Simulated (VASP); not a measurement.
# H (Cmce) in VASP: further runs

One crystal, H, is run at these levels: PBE; tasks: single point.

Program: VASP 6.6.1. These are calculated values, not measurements. Logs are shortened: lines on timing, memory, paths and dates and some standing lists are left out, and cuts for length are marked.

## 1. Starting point

The structure is orthorhombic, space group Cmce (No. 64). The conventional cell has a = 5.247 Å, b = 5.134 Å, c = 4.142 Å, α = 90.00°, β = 90.00°, γ = 90.00°. H (site symmetry m) is surrounded by 1 H at 0.74 Å.

## 2. Single point, PBE

INCAR

```
SYSTEM = H
ALGO = Normal ; EDIFF = 1E-6
ENCUT = 520 ; GGA = PE
ISIF = 2 ; ISMEAR = 0
LASPH = .TRUE. ; LCHARG = .FALSE.
LREAL = .FALSE. ; LWAVE = .FALSE.
NBANDS = 10 ; NELM = 100
PREC = Accurate ; SIGMA = 0.1
```

KPOINTS

```
k-points
0
G
  6 6 4
  0 0 0
```

POSCAR

```
H
1.0
    2.6234813799     -2.5669048168      0.0000000000
    2.6234813799      2.5669048168      0.0000000000
    0.0000000000      0.0000000000      4.1418180000
H
4
Direct
    0.9532956300      0.0467043700      0.0685088900
    0.4532956300      0.5467043700      0.4314911100
    0.5467043700      0.4532956300      0.5685088900
    0.0467043700      0.9532956300      0.9314911100
```

Potentials or basis: VASP PAW PBE potentials, release 64 (H).

The run is started by

```sh
$ cat potpaw_PBE.64/H/POTCAR > POTCAR
$ mpirun -np 1 vasp_std > vasp.out
```

OUTCAR:

```text
SYSTEM = H
   EDIFF = 1E-6
   ENCUT = 520
   GGA = PE
   ISIF = 2
   ISMEAR = 0
   LASPH = .TRUE.
   LREAL = .FALSE.
   NELM = 100
   PREC = Accurate

 ion  position               nearest neighbor table
   1  0.953  0.047  0.069-   4 0.74
   2  0.453  0.547  0.431-   3 0.74
   3  0.547  0.453  0.569-   2 0.74
   4  0.047  0.953  0.931-   1 0.74

  LATTYP: Found a base centered orthorhombic cell.
 ALAT       =     5.1338096336
 B/A-ratio  =     1.0220407717
 C/A-ratio  =     0.8067728053

  Lattice vectors:

 A1 = (  -2.6234813799,  -2.5669048168,   0.0000000000)
 A2 = (   2.6234813799,  -2.5669048168,   0.0000000000)
 A3 = (   0.0000000000,   0.0000000000,   4.1418180000)

Analysis of symmetry for initial positions (statically):
=====================================================================
 Subroutine PRICEL returns:
 Original cell was already a primitive cell.

 Routine SETGRP: Setting up the symmetry group for a
 base centered orthorhombic supercell.

 Subroutine GETGRP returns: Found  8 space group operations
 (whereof  4 operations were pure point group operations)
 out of a pool of  8 trial point group operations.

The static configuration has the point symmetry C_2h.
 The point group associated with its full space group is D_2h.

Analysis of symmetry for dynamics (positions and initial velocities):
=====================================================================
 Subroutine PRICEL returns:
 Original cell was already a primitive cell.

 Routine SETGRP: Setting up the symmetry group for a
 base centered orthorhombic supercell.

 Subroutine GETGRP returns: Found  8 space group operations
 (whereof  4 operations were pure point group operations)
 out of a pool of  8 trial point group operations.

The dynamic configuration has the point symmetry C_2h.
 The point group associated with its full space group is D_2h.

 Subroutine INISYM returns: Found  8 space group operations
 (whereof  4 operations are pure point group operations),
 and found     1 'primitive' translations

----------------------------------------------------------------------------------------

                                     Primitive cell

  volume of cell :      55.7839

  direct lattice vectors                    reciprocal lattice vectors
     2.623481380 -2.566904817  0.000000000     0.190586449 -0.194787121  0.000000000
     2.623481380  2.566904817  0.000000000     0.190586449  0.194787121  0.000000000
     0.000000000  0.000000000  4.141818000     0.000000000  0.000000000  0.241439870

  length of vectors
     3.670375306  3.670375306  4.141818000     0.272516453  0.272516453  0.241439870

  position of ions in fractional coordinates (direct lattice)
     0.953295630  0.046704370  0.068508890
     0.453295630  0.546704370  0.431491110
     0.546704370  0.453295630  0.568508890
     0.046704370  0.953295630  0.931491110

  ion indices of the primitive-cell ions
   primitive index   ion index
                 1           1
                 2           2
                 3           3
                 4           4

----------------------------------------------------------------------------------------

 KPOINTS: k-points

Automatic generation of k-mesh.
 Grid dimensions read from file:
 generate k-points for:    6    6    4

 Generating k-lattice:

  Cartesian coordinates                     Fractional coordinates (reciprocal lattice)
     0.031764408 -0.032464520  0.000000000     0.166666667  0.000000000  0.000000000
     0.031764408  0.032464520  0.000000000     0.000000000  0.166666667  0.000000000
     0.000000000  0.000000000  0.060359968     0.000000000  0.000000000  0.250000000

  Length of vectors
     0.045419409  0.045419409  0.060359968

  Shift w.r.t. Gamma in fractional coordinates (k-lattice)
     0.000000000  0.000000000  0.000000000

 Subroutine IBZKPT returns following result:
 ===========================================

 Found     39 irreducible k-points:

 Following reciprocal coordinates:
            Coordinates               Weight
  0.000000  0.000000  0.000000      1.000000
  0.166667  0.000000  0.000000      4.000000
  0.333333  0.000000  0.000000      4.000000
  0.500000  0.000000  0.000000      2.000000
  0.166667  0.166667  0.000000      2.000000
  0.333333  0.166667  0.000000      4.000000
[... 16 lines left out ...]
  0.333333  0.333333  0.250000      4.000000
  0.500000  0.333333  0.250000      8.000000
 [... further k-points ...]
   k-points           NKPTS =     39   k-points in BZ     NKDIM =     39   number of bands    NBANDS=     10
   number of dos      NEDOS =    301   number of ions     NIONS =      4
   total plane-waves  NPLWV =  25088
   dimension x,y,z NGX =    28 NGY =   28 NGZ =   32
   dimension x,y,z NGXF=    56 NGYF=   56 NGZF=   64
   ions per type =               4
   NGX,Y,Z   is equivalent  to a cutoff of  12.68, 12.68, 12.84 a.u.
   NGXF,Y,Z  is equivalent  to a cutoff of  25.36, 25.36, 25.69 a.u.
 SYSTEM =  H
[... 71 lines left out ...]
      5       4.5827      0.00000
      6       6.7008      0.00000
      7       6.9798      0.00000
      8       8.4566      0.00000
      9      10.4916      0.00000
     10      11.2857      0.00000

 k-point     2 :       0.1667    0.0000    0.0000
  band No.  band energies     occupation
      1     -10.2146      2.00000
      2      -8.6482      2.00000
      3       2.9265      0.00000
      4       3.7665      0.00000
      5       3.8806      0.00000
      6       6.0445      0.00000
      7       7.6356      0.00000
      8       9.4684      0.00000
      9      10.9817      0.00000
     10      11.1809      0.00000

 k-point     3 :       0.3333    0.0000    0.0000
  band No.  band energies     occupation
      1      -9.8255      2.00000
      2      -8.8941      2.00000
      3       2.6086      0.00000
      4       2.6168      0.00000
      5       4.2386      0.00000
      6       6.1646      0.00000
      7       8.2557      0.00000
      8       8.7303      0.00000
      9      10.1833      0.00000
     10      12.0974      0.00000

 k-point     4 :       0.5000    0.0000    0.0000
  band No.  band energies     occupation
      1      -9.3248      2.00000
      2      -9.3248      2.00000
      3       2.2565      0.00000
      4       2.2565      0.00000
      5       5.3399      0.00000
      6       5.3399      0.00000
      7       8.7461      0.00000
      8       8.7461      0.00000
      9      10.1585      0.00000
     10      10.1585      0.00000

 k-point     5 :       0.1667    0.1667    0.0000
  band No.  band energies     occupation
      1     -10.0950      2.00000
      2      -8.6784      2.00000
      3       3.1175      0.00000
      4       3.3214      0.00000
      5       3.4734      0.00000
      6       5.4949      0.00000
      7       8.8680      0.00000
      8       9.8869      0.00000
      9      10.4906      0.00000
     10      11.6352      0.00000

 k-point     6 :       0.3333    0.1667    0.0000
  band No.  band energies     occupation
      1      -9.7480      2.00000
      2      -8.8580      2.00000
      3       2.1762      0.00000
      4       2.7819      0.00000
      5       4.1147      0.00000
      6       5.8563      0.00000
      7       7.8250      0.00000
      8       9.0664      0.00000
      9      11.0651      0.00000
     10      11.2654      0.00000
[... 183 lines left out ...]
 k-point    21 :      -0.3333    0.1667    0.2500
  band No.  band energies     occupation
      1      -9.5285      2.00000
      2      -8.9846      2.00000
      3       1.5298      0.00000
      4       1.9193      0.00000
      5       4.3745      0.00000
      6       7.0167      0.00000
      7       7.7596      0.00000
      8       9.0638      0.00000
      9      10.6924      0.00000
     10      12.0485      0.00000

 k-point    22 :      -0.1667    0.1667    0.2500
  band No.  band energies     occupation
      1      -9.8441      2.00000
      2      -8.8814      2.00000
      3       1.8113      0.00000
      4       2.3318      0.00000
      5       4.8684      0.00000
      6       6.5631      0.00000
      7       9.1081      0.00000
      8       9.1684      0.00000
      9      10.6722      0.00000
     10      11.7371      0.00000

 k-point    23 :       0.3333    0.3333    0.2500
  band No.  band energies     occupation
      1      -9.3654      2.00000
      2      -8.9215      2.00000
      3       1.7092      0.00000
      4       2.6392      0.00000
      5       2.7386      0.00000
      6       6.3147      0.00000
      7       6.3909      0.00000
      8       9.2843      0.00000
      9       9.4437      0.00000
     10      11.5092      0.00000

 k-point    24 :       0.5000    0.3333    0.2500
  band No.  band energies     occupation
      1      -9.1386      2.00000
      2      -9.0337      2.00000
      3       1.4401      0.00000
      4       2.3217      0.00000
      5       3.5992      0.00000
      6       4.9330      0.00000
      7       7.0300      0.00000
      8       7.8303      0.00000
      9      10.0826      0.00000
     10      10.8676      0.00000

 [... further k-points ...]
[... 5 lines left out ...]
  --------------------------------------------------------------------------------------
  -------------------------------------------------------------------------------------
  Total       -0.0152991      0.1237371      0.2055034      0.0000000      0.0000000      0.0000000
  in kB       -0.4394084      3.5538728      5.9022938      0.0000000      0.0000000      0.0000000
  external PRESSURE =       3.0055861 kB  Pullay stress =       0.0000000 kB

 VOLUME and BASIS-vectors are now :
 -----------------------------------------------------------------------------
  energy-cutoff  :      520.00
  volume of cell :       55.78
      direct lattice vectors                 reciprocal lattice vectors
     2.623481380 -2.566904817  0.000000000     0.190586449 -0.194787121  0.000000000
     2.623481380  2.566904817  0.000000000     0.190586449  0.194787121  0.000000000
     0.000000000  0.000000000  4.141818000     0.000000000  0.000000000  0.241439870

 POSITION                                       TOTAL-FORCE (eV/Angst)
 -----------------------------------------------------------------------------------
      2.62348     -2.32713      0.28375         0.000000      0.166247      0.197184
      2.62348      0.23977      1.78716         0.000000      0.166247     -0.197184
      2.62348     -0.23977      2.35466         0.000000     -0.166247      0.197184
      2.62348      2.32713      3.85807         0.000000     -0.166247     -0.197184
 -----------------------------------------------------------------------------------
    total drift:                                0.000000     -0.000000      0.000000

  FREE ENERGIE OF THE ION-ELECTRON SYSTEM (eV)
  ---------------------------------------------------
  free  energy   TOTEN  =       -13.5774680244 eV

  energy  without entropy=      -13.5774680244  energy(sigma->0) =      -13.57746802
```

It took 20 s on 1 thread of AMD EPYC 7R43 (Zen 3), shared host; peak memory 0.11 GiB.

Results:

```
Free energy            : -13.5775 eV
Pressure               : 0.3 GPa
Largest force          : 0.258 eV/Å
Band gap on the k mesh : 9.27 eV, indirect (least direct gap 9.88 eV)
```

Forces on the atoms (eV/Å):
```
H    0.000  0.166  0.197
H    0.000  0.166 -0.197
H    0.000 -0.166  0.197
H    0.000 -0.166 -0.197
```

A k mesh can miss the band edges.

## 3. Single point, PBE (all atoms moved at random, cell strained at random)

INCAR

```
PREC = Accurate ; ENCUT = 520
EDIFF = 1E-6 ; ISMEAR = 0
SIGMA = 0.02 ; LREAL = False
LASPH = True ; NELM = 100
ALGO = Fast ; ISIF = 2
LWAVE = False ; LCHARG = True
GGA = PE ; LELF = True
LVHAR = True ; NBANDS = 10
```

KPOINTS

```
Automatic mesh
0
Gamma
  6 6 6
```

POSCAR

```
H
1.0
    2.7124445979     -2.6284382185      0.0214420787
    2.6887263974      2.6041972505     -0.0135191649
    0.0062541452     -0.0282057806      4.3037630838
H
4
Direct
    0.8918243473      0.0162977374      0.1445890075
    0.4493743043      0.5686780442      0.4200999769
    0.5633477945      0.4715752664      0.5353833398
    0.0954535539      0.9434489521      0.8999276758
```

Potentials or basis: VASP PAW PBE potentials, release 64 (H).

The run is started by

```sh
$ cat potpaw_PBE.64/H/POTCAR > POTCAR
$ mpirun -np 1 vasp_std > vasp.out
```

Wall time 36 s (1 thread of AMD EPYC 7R13 (Zen 3), shared host); peak memory 0.15 GiB.

Results (log left out):

| Item | Value |
| --- | --- |
| Free energy | -11.4605 eV |
| Pressure | -5.2 GPa |
| Largest force | 4.506 eV/Å |
| Band gap on the k mesh | 4.73 eV, indirect (least direct gap 5.01 eV) |

Forces in eV/Å, atoms in the order of the input:
```
H    1.214 -2.436 -3.591
H   -0.020  0.050 -0.059
H    0.009 -0.051  0.077
H   -1.204  2.437  3.572
```

Stress tensor (GPa, compression positive):
```
-1.11  2.29  3.33
 2.29 -4.61 -6.78
 3.33 -6.78 -9.82
```

Levels at points of the mesh, in eV from the valence-band top:
| k point | band 1 | band 2 | band 3 | band 4 | band 5 |
| --- | --- | --- | --- | --- | --- |
| (0.00, 0.00, 0.00) | -3.12 | -0.31 | 6.18 | 10.33 | 11.64 |
| (0.50, 0.00, 0.00) | -2.55 | -0.59 | 5.83 | 9.12 | 10.49 |
| (0.00, 0.50, 0.00) | -2.53 | -0.67 | 6.52 | 9.18 | 9.70 |
| (0.50, 0.50, 0.00) | -2.31 | -0.20 | 5.55 | 8.27 | 9.94 |
| (0.00, 0.00, 0.50) | -2.72 | -0.76 | 5.61 | 9.42 | 12.01 |
| (0.50, 0.00, 0.50) | -2.44 | -0.28 | 4.73 | 7.23 | 12.60 |
| (0.00, 0.50, 0.50) | -2.42 | -0.38 | 5.05 | 7.60 | 11.61 |
| (0.50, 0.50, 0.50) | -2.23 | 0.00 | 5.49 | 8.91 | 10.25 |

Caveat: forces of over 1 eV/Å show positions far from the minimum, so gaps and moduli don't describe the material at rest. A k mesh can miss the band edges.

## 4. Single point, PBE (strained and moved within a subgroup)

INCAR

```
PREC = Accurate
ENCUT = 520
EDIFF = 1E-6
ISMEAR = 0
SIGMA = 0.02
LREAL = False
LASPH = True
NELM = 80
ALGO = Normal
ISIF = 2
LWAVE = False
LCHARG = True
GGA = PE
LELF = True
LVHAR = True
NBANDS = 10
```

KPOINTS is that of step 3.

POSCAR

```
H
1.0
    2.7734578691     -2.7174662517      0.0000000000
    2.7536927020      2.6972654451      0.0000000000
    0.0000000000      0.0000000000      4.3035974111
H
4
Direct
    0.9704866249      0.0177814278      0.0950523143
    0.4704866249      0.5177814278      0.4049476857
    0.5295133751      0.4822185722      0.5817243571
    0.0295133751      0.9822185722      0.9182756429
```

The run is started by

```sh
$ cat potpaw_PBE.64/H/POTCAR > POTCAR
$ mpirun -np 1 vasp_std > vasp.out
```

It took 38 s on 1 thread of AMD EPYC 7R13 (Zen 3), shared host; peak memory 0.15 GiB.

It converged, with:

```yaml
Free_energy: -13.4875 eV
Pressure: -2.2 GPa
Largest_force: 1.591 eV/Å
Band_gap_on_the_k_mesh: 8.70 eV, indirect (least direct gap 9.22 eV)
```

Forces in eV/Å, atoms in the order of the input:
```
H    0.129 -0.502 -1.504
H    0.129 -0.502  1.504
H   -0.129  0.502 -1.501
H   -0.129  0.502  1.501
```

Stress tensor (GPa, compression positive):
```
-0.17  0.17  0.00
 0.17 -0.77  0.00
 0.00  0.00 -5.79
```

Levels at points of the mesh, in eV from the valence-band top:
```
           k point  band 1  band 2  band 3  band 4  band 5  band 6
(0.00, 0.00, 0.00)   -1.51    0.00   10.23   11.90   13.07   14.25
(0.50, 0.00, 0.00)   -0.66   -0.66   10.54   10.54   12.38   12.38
(0.00, 0.50, 0.00)   -0.65   -0.65   10.73   10.73   12.19   12.19
(0.50, 0.50, 0.00)   -0.51   -0.42    9.80   10.00   12.69   13.30
(0.00, 0.00, 0.50)   -0.77   -0.69    9.38    9.59   15.50   15.62
(0.50, 0.00, 0.50)   -0.52   -0.52    8.70    8.70   14.97   14.97
(0.00, 0.50, 0.50)   -0.52   -0.52    8.77    8.77   14.96   14.96
(0.50, 0.50, 0.50)   -0.37   -0.36   10.26   10.28   11.99   12.08
```

Caveat: forces of over 1 eV/Å show positions far from the minimum, so gaps and moduli don't describe the material at rest.

## 5. Single point, PBE (strained and moved within a subgroup)

INCAR

```
PREC = Accurate
ENCUT = 520
EDIFF = 1E-6
ISMEAR = 0
SIGMA = 0.02
LREAL = F
LASPH = T
NELM = 80
ALGO = Normal
ISIF = 2
LWAVE = F
LCHARG = T
GGA = PE
LELF = T
LVHAR = T
NBANDS = 10
```

KPOINTS

```
regular mesh
0
Gamma
  6 6 6
```

POSCAR

```
H
1.0
    2.6576915771     -2.6286132086      0.0149650551
    2.6576915771      2.6286132086     -0.0149650551
    0.0000000000     -0.0241467989      4.0943527657
H
4
Direct
    0.9546963586      0.0453036414      0.0581926947
    0.3955605753      0.6044394247      0.3861484704
    0.6044394247      0.3955605753      0.6138515296
    0.0453036414      0.9546963586      0.9418073053
```

The run is started by

```sh
$ cat potpaw_PBE.64/H/POTCAR > POTCAR
$ mpirun -np 1 vasp_std > vasp.out
```

Wall time 25 s (1 thread of AMD EPYC 7R13 (Zen 3), shared host); peak memory 0.14 GiB.

It converged, with:

```yaml
Free_energy: -10.7630 eV
Pressure: -3.4 GPa
Largest_force: 4.179 eV/Å
Band_gap_on_the_k_mesh: 4.01 eV, indirect (least direct gap 4.40 eV)
```

Forces on the atoms (eV/Å):
```
H    0.000  2.604  2.616
H    0.000 -3.181  2.711
H    0.000  3.181 -2.711
H    0.000 -2.604 -2.616
```

Stress tensor (GPa, compression positive):
```
 0.03  0.00  0.00
 0.00 -6.47 11.81
 0.00 11.81 -3.64
```

Levels at points of the mesh, in eV from the valence-band top:
```tsv
k point	band 1	band 2	band 3	band 4	band 5	band 6
(0.00, 0.00, 0.00)	-3.89	-0.56	5.32	10.42	11.78	12.78
(0.50, 0.00, 0.00)	-3.37	-0.81	4.96	9.58	10.15	12.30
(0.50, 0.50, 0.00)	-3.15	-0.25	4.23	7.93	10.37	12.55
(0.00, 0.00, 0.50)	-3.47	-1.00	4.89	9.54	10.78	13.27
(0.50, 0.00, 0.50)	-3.23	-0.41	4.01	7.12	11.86	12.81
(0.50, 0.50, 0.50)	-3.05	0.00	4.40	9.02	9.97	10.07
```

Caveat: forces of over 1 eV/Å show positions far from the minimum, so gaps and moduli don't describe the material at rest.

## 6. Summary

| cell | k mesh | smearing | gap on the mesh (eV) | pressure (GPa) | largest force (eV/Å) |
| --- | --- | --- | --- | --- | --- |
| as given | 6 × 6 × 4 | gaussian 0.1 eV | 9.27 | 0.3 | 0.26 |
| all atoms moved at random, cell strained at random | 6 × 6 × 6 | gaussian 0.02 eV | 4.73 | -5.2 | 4.51 |
| strained and moved within a subgroup | 6 × 6 × 6 | gaussian 0.02 eV | 4.01 | -3.4 | 4.18 |

Alike in all rows: task single point; level PBE; potentials or basis VASP PAW PBE potentials, release 64 (H); no spin polarisation; cutoff (eV) 520.

Caveats: forces of over 1 eV/Å show positions far from the minimum, so gaps and moduli don't describe the material at rest (some runs).

Total energies depend on the potentials used, so only differences within one code and one set of settings carry meaning.
